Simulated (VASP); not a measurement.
# Si (P-1) in VASP: notebook

One crystal, Si, is run at these levels: PBE; tasks: single point.

Program: VASP 6.6.1. These are calculated values, not measurements. Logs are shortened: lines on timing, memory, paths and dates and some standing lists are left out, and cuts for length are marked.

### Step 1. The cell of the first run

The typed cell holds 2 atoms: a = 3.607 Å, b = 3.607 Å, c = 3.607 Å, α = 97.80°, β = 97.80°, γ = 136.76°.

This isn't the form of Si at room conditions, which is diamond.

### Step 2. Single point, PBE (one atom moved)

INCAR

```
  ALGO = Fast
  EDIFF = 1E-6
  ENCUT = 520
  GGA = PE
  ISIF = 2
  ISMEAR = 0
  LASPH = T
  LCHARG = F
  LREAL = F
  LWAVE = F
  NBANDS = 11
  NELM = 100
  PREC = Accurate
  SIGMA = 0.1
```

KPOINTS

```
k-points
0
Gamma
  16 16 16
```

POSCAR

```
Si
1.0
   -2.3713723045      2.3713723045      1.3292653899
    2.3713723045     -2.3713723045      1.3292653899
    2.3713723045      2.3713723045     -1.3292653899
Si
2
Direct
    0.3840599499      0.8111190626      0.4848146999
    0.5000000000      0.5000000000      0.0000000000
```

Potentials or basis: VASP PAW PBE potentials, release 64 (Si).

Started as:

```bash
cat potpaw_PBE.64/Si/POTCAR > POTCAR
mpirun -np 1 vasp_std > vasp.out
```

OUTCAR:

```text
EDIFF = 1E-6
   ENCUT = 520
   GGA = PE
   ISIF = 2
   ISMEAR = 0
   LASPH = T
   LREAL = F
   NELM = 100
   PREC = Accurate

 ion  position               nearest neighbor table
   1  0.384  0.811  0.485-   2 2.20   2 2.43   2 2.61   2 2.69   2 2.82   2 3.05   2 3.14
   2  0.500  0.500  0.000-   1 2.20   1 2.43   1 2.61   1 2.69   1 2.82   1 3.05   1 3.14

  LATTYP: Found a body centered tetragonal cell.
 ALAT       =     4.7427446090
 C/A-ratio  =     0.5605468983

  Lattice vectors:

 A1 = (  -2.3713723045,   2.3713723045,   1.3292653899)
 A2 = (   2.3713723045,  -2.3713723045,   1.3292653899)
 A3 = (   2.3713723045,   2.3713723045,  -1.3292653899)

Analysis of symmetry for initial positions (statically):
=====================================================================
 Subroutine PRICEL returns:
 Original cell was already a primitive cell.

 Routine SETGRP: Setting up the symmetry group for a
 body centered tetragonal supercell.

 Subroutine GETGRP returns: Found  2 space group operations
 (whereof  1 operations were pure point group operations)
 out of a pool of 16 trial point group operations.

The static configuration has the point symmetry C_1 .
 The point group associated with its full space group is S_2 .

Analysis of symmetry for dynamics (positions and initial velocities):
=====================================================================
 Subroutine PRICEL returns:
 Original cell was already a primitive cell.

 Routine SETGRP: Setting up the symmetry group for a
 body centered tetragonal supercell.

 Subroutine GETGRP returns: Found  2 space group operations
 (whereof  1 operations were pure point group operations)
 out of a pool of 16 trial point group operations.

The dynamic configuration has the point symmetry C_1 .
 The point group associated with its full space group is S_2 .

 Subroutine INISYM returns: Found  2 space group operations
 (whereof  1 operations are pure point group operations),
 and found     1 'primitive' translations

----------------------------------------------------------------------------------------

                                     Primitive cell

  volume of cell :      29.9000

  direct lattice vectors                    reciprocal lattice vectors
    -2.371372304  2.371372304  1.329265390     0.000000000  0.210848376  0.376147610
     2.371372304 -2.371372304  1.329265390     0.210848376  0.000000000  0.376147610
     2.371372304  2.371372304 -1.329265390     0.210848376  0.210848376  0.000000000

  length of vectors
     3.607458896  3.607458896  3.607458896     0.431212317  0.431212317  0.298184633

  position of ions in fractional coordinates (direct lattice)
     0.384059950  0.811119063  0.484814700
     0.500000000  0.500000000  0.000000000

  ion indices of the primitive-cell ions
   primitive index   ion index
                 1           1
                 2           2

----------------------------------------------------------------------------------------

 KPOINTS: k-points

Automatic generation of k-mesh.
 Grid dimensions read from file:
 generate k-points for:   16   16   16

 Generating k-lattice:

  Cartesian coordinates                     Fractional coordinates (reciprocal lattice)
     0.000000000  0.013178024  0.023509226     0.062500000  0.000000000  0.000000000
     0.013178024  0.000000000  0.023509226     0.000000000  0.062500000  0.000000000
     0.013178024  0.013178024  0.000000000     0.000000000  0.000000000  0.062500000

  Length of vectors
     0.026950770  0.026950770  0.018636540

  Shift w.r.t. Gamma in fractional coordinates (k-lattice)
     0.000000000  0.000000000  0.000000000

 Subroutine IBZKPT returns following result:
 ===========================================

 Found   2052 irreducible k-points:

 Following reciprocal coordinates:
            Coordinates               Weight
  0.000000  0.000000  0.000000      1.000000
  0.062500 -0.000000  0.000000      2.000000
  0.062500 -0.000000 -0.062500      2.000000
 -0.000000  0.062500 -0.062500      2.000000
 -0.000000  0.062500  0.000000      2.000000
  0.125000 -0.000000  0.000000      2.000000
[... 16 lines left out ...]
  0.375000 -0.000000 -0.375000      2.000000
 -0.000000  0.375000 -0.375000      2.000000
 [... further k-points ...]
   k-points           NKPTS =   2052   k-points in BZ     NKDIM =   2052   number of bands    NBANDS=     11
   number of dos      NEDOS =    301   number of ions     NIONS =      2
   total plane-waves  NPLWV =  21952
   dimension x,y,z NGX =    28 NGY =   28 NGZ =   28
   dimension x,y,z NGXF=    56 NGYF=   56 NGZF=   56
   ions per type =               2
   NGX,Y,Z   is equivalent  to a cutoff of  12.90, 12.90, 12.90 a.u.
   NGXF,Y,Z  is equivalent  to a cutoff of  25.81, 25.81, 25.81 a.u.
 SYSTEM =  unknown system
   PREC   = accura    normal or accurate (medium, high low for compatibility)
   ISTART =      0    job   : 0-new  1-cont  2-samecut
   ICHARG =      2    charge: 1-file 2-atom 10-const
   ISPIN  =      1    spin polarized calculation?
   LNONCOLLINEAR =      F non collinear calculations
   LSORBIT =      F    spin-orbit coupling
   LASPH  =      T    aspherical Exc in radial PAW
   ENCUT  =  520.0 eV  38.22 Ry    6.18 a.u.   6.71  6.71  6.71*2*pi/ulx,y,z
   NELM   =    100;   NELMIN=  2; NELMDL= -5     # of ELM steps
   EDIFF  = 0.1E-05   stopping-criterion for ELM
   LREAL  =      F    real-space projection
   EDIFFG = 0.1E-04   stopping-criterion for IOM
   NSW    =      0    number of steps for IOM
   IBRION =     -1    ionic relax: 0-MD 1-quasi-New 2-CG
   NFREE  =      0    steps in history (QN), initial steepest desc. (CG)
   ISIF   =      2    stress and relaxation
   ISYM   =      2    0-nonsym 1-usesym 2-fastsym
   POTIM  = 0.5000    time-step for ionic-motion
   TEBEG  =    0.0;   TEEND  =   0.0 temperature during run
   PSTRESS=    0.0 pullay stress
   NELECT =       8.0000    total number of electrons
   NUPDOWN=      -1.0000    fix difference up-down
   EMIN   =  10.00;   EMAX   =-10.00  energy-range for DOS
   EFERMI =   0.00;   METHOD = LEGACY
   ISMEAR =     0;   SIGMA  =   0.10  broadening in eV -4-tet -1-fermi 0-gaus
   EFERMI_NEDOS =   21; number of points for ismear=-14 and -15
   IALGO  =     68    algorithm
   IMIX   =      4    mixing-type and parameters
     AMIX     =   0.40;   BMIX     =  1.00
     AMIX_MAG =   1.60;   BMIX_MAG =  1.00
  volume/ion in A,a.u.               =      14.95       100.89
  Fermi-wavevector in a.u.,A,eV,Ry     =   1.054908  1.993486 15.140973  1.112830
  Thomas-Fermi vector in A             =   2.190086
   LORBIT       =      0    0 simple, 1 ext, 2 COOP (PROOUT), +10 PAW based schemes
   GGA     = PE    functional components
   LHFCALC =     F    Hartree Fock is set to
   AEXX    =    0.0000 exact exchange contribution
   IVDW    =     0    specifies the selected vdW correction
   LEPSILON=     F    determine dielectric tensor
   LRPA    =     F    only Hartree local field effects (RPA)
 non-spin polarized calculation
 RMM-DIIS sequential band-by-band and
 Gauss-broadening in eV      SIGMA  =   0.10
  energy-cutoff  :      520.00
  volume of cell :       29.90
 maximum number of plane-waves:       818
   NGX = 13   NGY = 13   NGZ = 13

 number of electron       8.0000000 magnetization

 Free energy of the ion-electron system (eV)
  ---------------------------------------------------
  ext. energy  EPLUGINS =         0.00000000
  ---------------------------------------------------
  free energy    TOTEN  =        -9.96518265 eV

  energy without entropy =       -9.96143083  energy(sigma->0) =       -9.96330674

 E-fermi :   9.4083     XC(G=0): -10.9663

 val. band max:        9.4077635353   @ k =   0.5000  -0.1250   0.5000
 cond. band min:       9.4116843046   @ k =  -0.1875  -0.1875   0.1250
 fundamental gap:      0.0039207693
 Fermi energy:         9.4082807979

 k-point     1 :       0.0000    0.0000    0.0000
  band No.  band energies     occupation
      1      -4.6021      2.00000
      2       6.6763      2.00000
      3       7.1862      2.00000
      4       7.6421      2.00000
      5      10.6589      0.00000
      6      17.1597      0.00000
      7      18.1473      0.00000
      8      18.4621      0.00000
      9      19.0738      0.00000
     10      19.2443      0.00000
     11      20.2133      0.00000

 k-point     2 :       0.0625   -0.0000    0.0000
  band No.  band energies     occupation
      1      -4.4981      2.00000
      2       6.5436      2.00000
      3       6.8117      2.00000
      4       8.2813      2.00000
      5      10.8904      0.00000
      6      16.2745      0.00000
      7      16.9384      0.00000
      8      17.9990      0.00000
      9      19.1137      0.00000
     10      19.4155      0.00000
     11      20.7220      0.00000

 k-point     3 :       0.0625   -0.0000   -0.0625
  band No.  band energies     occupation
      1      -4.4980      2.00000
      2       6.3975      2.00000
      3       7.0739      2.00000
      4       8.1226      2.00000
      5      10.9249      0.00000
      6      16.2862      0.00000
      7      17.1986      0.00000
      8      18.1308      0.00000
      9      18.4609      0.00000
     10      19.5481      0.00000
     11      20.7417      0.00000
[... 267 lines left out ...]
 k-point    23 :       0.3750   -0.0000   -0.3750
  band No.  band energies     occupation
      1      -0.9033      2.00000
      2       5.0570      2.00000
      3       6.6573      2.00000
      4       7.3224      2.00000
      5       9.4711      0.37462
      6      11.4139      0.00000
      7      13.9977      0.00000
      8      15.4116      0.00000
      9      16.5447      0.00000
     10      17.5271      0.00000
     11      22.9749      0.00000

 k-point    24 :      -0.0000    0.3750   -0.3750
  band No.  band energies     occupation
      1      -0.9155      2.00000
      2       5.3401      2.00000
      3       6.4986      2.00000
      4       6.9375      2.00000
      5       9.7166      0.00001
      6      11.6801      0.00000
      7      14.0696      0.00000
      8      15.4556      0.00000
      9      15.7871      0.00000
     10      17.7029      0.00000
     11      22.6489      0.00000

 [... further k-points ...]

------------------------ aborting loop because EDIFF is reached ----------------------------------------

  FORCE on cell =-STRESS in cart. coord.  units (eV):
  Direction    XX          YY          ZZ          XY          YZ          ZX
  --------------------------------------------------------------------------------------
  -------------------------------------------------------------------------------------
  Total        3.9933203     -0.1350843      0.3670560      0.1267475     -0.2077819     -0.5123576
  in kB      213.9801840     -7.2384286     19.6685205      6.7917056    -11.1338971    -27.4544427
  external PRESSURE =      75.4700920 kB  Pullay stress =       0.0000000 kB

 VOLUME and BASIS-vectors are now :
 -----------------------------------------------------------------------------
  energy-cutoff  :      520.00
  volume of cell :       29.90
      direct lattice vectors                 reciprocal lattice vectors
    -2.371372304  2.371372304  1.329265390     0.000000000  0.210848376  0.376147610
     2.371372304 -2.371372304  1.329265390     0.210848376  0.000000000  0.376147610
     2.371372304  2.371372304 -1.329265390     0.210848376  0.210848376  0.000000000

 POSITION                                       TOTAL-FORCE (eV/Angst)
 -----------------------------------------------------------------------------------
      2.16239      0.13696      0.94426         2.403010     -0.354206     -0.367968
      0.00000      0.00000      1.32927        -2.403010      0.354206      0.367968
 -----------------------------------------------------------------------------------
    total drift:                               -0.000000     -0.000000      0.000000

  FREE ENERGIE OF THE ION-ELECTRON SYSTEM (eV)
  ---------------------------------------------------
  free  energy   TOTEN  =        -9.9651826526 eV

  energy  without entropy=       -9.9614308301  energy(sigma->0) =       -9.96330674
```

Run time: 11 min. Hardware: 1 thread of Intel Xeon Platinum 8375C at 2.90GHz (Ice Lake), shared host; peak memory 0.59 GiB.

Results:

| Item | Value |
| --- | --- |
| Free energy | -9.9652 eV |
| Pressure | 7.5 GPa |
| Largest force | 2.457 eV/Å |
| Band gap on the k mesh | none (metal or under the smearing width) |

Forces in eV/Å, atoms in the order of the input:
```
Si   2.403 -0.354 -0.368
Si  -2.403  0.354  0.368
```

Stress tensor (GPa, compression positive):
```
21.40  0.68 -2.75
 0.68 -0.72 -1.11
-2.75 -1.11  1.97
```

Caveat: forces of over 1 eV/Å show positions far from the minimum, so gaps and moduli don't describe the material at rest.

### Step 3. Single point, PBE (Si replaced by Pb, lengths x 1.189, strained and moved within the space group)

INCAR

```
SYSTEM = Pb
PREC = Accurate ; ENCUT = 520
EDIFF = 1E-6 ; ISMEAR = 0
SIGMA = 0.1 ; LREAL = .FALSE.
LASPH = .TRUE. ; NELM = 100
ALGO = Normal ; ISIF = 2
LWAVE = .FALSE. ; LCHARG = .FALSE.
GGA = PE ; NBANDS = 21
```

KPOINTS

```
Automatic mesh
0
G
  6 6 6
  0 0 0
```

POSCAR

```
Pb
1.0
   -2.8965171877      2.8965171877      1.6710561663
    2.8965171877     -2.8965171877      1.6710561663
    2.8965171877      2.8965171877     -1.6710561663
Pb
2
Direct
    0.2500000000      0.7500000000      0.5000000000
    0.5000000000      0.5000000000      0.0000000000
```

Potentials or basis: VASP PAW PBE potentials, release 64 (Pb_d).

Started as:

```bash
cat potpaw_PBE.64/Pb_d/POTCAR > POTCAR
mpirun -np 1 vasp_std > vasp.out
```

Run time: 39 s. Hardware: 1 thread of Intel Xeon Platinum 8375C at 2.90GHz (Ice Lake), shared host; peak memory 0.2 GiB.

Results (log left out):

| Property | Result |
| --- | --- |
| Free energy | -6.5118 eV |
| Pressure | 10.1 GPa |
| Band gap on the k mesh | none (metal or under the smearing width) |

Stress tensor (GPa, compression positive):
```
12.37  0.00  0.00
 0.00 12.37  0.00
 0.00  0.00  5.66
```

Levels at points of the mesh, in eV from the Fermi level:
| k point | band 11 | band 12 | band 13 | band 14 | band 15 | band 16 | band 17 | band 18 |
| --- | --- | --- | --- | --- | --- | --- | --- | --- |
| (0.00, 0.00, 0.00) | -12.42 | -5.01 | -1.73 | -1.73 | 3.93 | 6.39 | 6.39 | 6.79 |
| (0.50, 0.00, 0.00) | -8.75 | -6.73 | -2.91 | -1.47 | -1.24 | 2.77 | 2.90 | 5.04 |
| (0.50, 0.50, 0.00) | -10.04 | -10.04 | 1.22 | 1.22 | 1.64 | 1.64 | 5.20 | 5.20 |
| (0.50, 0.50, 0.50) | -8.69 | -8.69 | -4.77 | -4.77 | 4.31 | 4.31 | 10.57 | 10.57 |

Caveat: the k mesh is coarse (spacing up to 0.36 Å⁻¹), so the values aren't converged.

### Step 4. Single point, PBE (strained and moved within the space group)

INCAR

```
  PREC = Accurate
  ENCUT = 520
  EDIFF = 1E-6
  ISMEAR = 0
  SIGMA = 0.1
  LREAL = F
  LASPH = T
  NELM = 100
  ALGO = Fast
  ISIF = 2
  LWAVE = F
  LCHARG = F
  GGA = PE
  NBANDS = 11
```

KPOINTS

```
regular mesh
0
Gamma
  18 18 18
```

POSCAR

```
Si
1.0
   -2.4733650273      2.4733650273      1.3664981135
    2.4733650273     -2.4733650273      1.3664981135
    2.4733650273      2.4733650273     -1.3664981135
Si
2
Direct
    0.2500000000      0.7500000000      0.5000000000
    0.5000000000      0.5000000000      0.0000000000
```

Potentials or basis: VASP PAW PBE potentials, release 64 (Si).

Started as:

```bash
cat potpaw_PBE.64/Si/POTCAR > POTCAR
mpirun -np 1 vasp_std > vasp.out
```

Wall time 2.1 min (1 thread of Intel Xeon Platinum 8375C at 2.90GHz (Ice Lake), shared host); peak memory 0.25 GiB.

The run converged. Its results:

```yaml
Free_energy: -10.2006 eV
Pressure: -7.5 GPa
Band_gap_on_the_k_mesh: none (metal or under the smearing width)
```

Stress tensor (GPa, compression positive):
```
-7.70  0.00  0.00
 0.00 -7.70  0.00
 0.00  0.00 -7.21
```

Levels at points of the mesh, in eV from the Fermi level:
```csv
k point,band 1,band 2,band 3,band 4,band 5,band 6,band 7,band 8
"(0.00, 0.00, 0.00)",-12.96,-2.36,-2.29,-2.29,1.95,7.19,8.13,8.13
"(0.50, 0.00, 0.00)",-7.34,-6.27,-1.97,-1.72,-1.57,1.42,4.06,5.18
"(0.50, 0.50, 0.00)",-10.07,-10.07,0.36,0.36,2.37,2.37,7.65,7.65
"(0.50, 0.50, 0.50)",-8.01,-8.01,-6.17,-6.17,5.48,5.48,11.68,11.68
```

### Step 5. Summary

```tsv
potentials or basis	cell	k mesh	mesh quality	gap on the mesh (eV)	pressure (GPa)
VASP PAW PBE potentials, release 64 (Si)	one atom moved	16 × 16 × 16	not flagged	none	7.5
VASP PAW PBE potentials, release 64 (Pb_d)	Si replaced by Pb, lengths x 1.189, strained and moved within the space group	6 × 6 × 6	coarse	none	10.1
VASP PAW PBE potentials, release 64 (Si)	strained and moved within the space group	18 × 18 × 18	not flagged	none	-7.5
```

Alike in all rows: task single point; level PBE; no spin polarisation; cutoff (eV) 520; smearing gaussian 0.1 eV.

Caveats: some runs use coarse meshes; forces of over 1 eV/Å show positions far from the minimum, so gaps and moduli don't describe the material at rest (some runs).

Absolute energies hang on the potentials; compare differences alone.
